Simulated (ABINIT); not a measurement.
ZrB2: band structure with LDA

The system is ZrB2.

```
Zr B
1.0
     3.17000    0.00000    0.00000
    -1.58500    2.74530    0.00000
     0.00000    0.00000    3.53300
Zr B
1 2
Direct
  0.00000 0.00000 0.00000
  0.66667 0.33333 0.50000
  0.33333 0.66667 0.50000
```

| Item | Value |
| --- | --- |
| Program | ABINIT 10.8.3 (patched build) |
| Task | band structure |
| Functional | LDA |
| Potentials or basis | PseudoDojo NC SR LDA v0.4 stringent |
| Cutoff | 1034 eV |
| k mesh | 10 × 10 × 8 |
| Occupations | fermi-dirac, width 0.05 eV |
| Spin | no spin polarisation |

```json
{
 "Pressure": "-8.7 GPa",
 "Band gap on the k mesh": "none (metal or under the smearing width)",
 "Valence electrons inside the program's atomic spheres": "Zr 8.44; B 2.64"
}
```

Stress tensor (GPa, compression positive):
```
-8.98  0.00  0.00
 0.00 -8.98  0.00
 0.00  0.00 -8.04
```

Levels at the corners of the path, in eV from the Fermi level:
| point | band 7 | band 8 | band 9 | band 10 | band 11 | band 12 |
| --- | --- | --- | --- | --- | --- | --- |
| Γ | -2.53 | -2.50 | -2.21 | 3.46 | 3.46 | 4.23 |
| M | -3.79 | -2.94 | -2.59 | 2.35 | 2.38 | 5.00 |
| K | -6.80 | -2.35 | -2.35 | 1.66 | 1.66 | 3.22 |
| Γ | -2.53 | -2.50 | -2.21 | 3.46 | 3.46 | 4.23 |
| A | -0.86 | -0.86 | 0.41 | 0.41 | 0.85 | 0.85 |
| L | -4.51 | -4.03 | -1.86 | 3.79 | 4.30 | 5.37 |
| H | -4.79 | -2.56 | -2.56 | 4.14 | 6.14 | 6.14 |
| A | -0.86 | -0.86 | 0.41 | 0.41 | 0.85 | 0.85 |

Run time: 2.1 min on 1 thread of Arm Neoverse V1, on a shared host, peak memory 0.12 GiB.
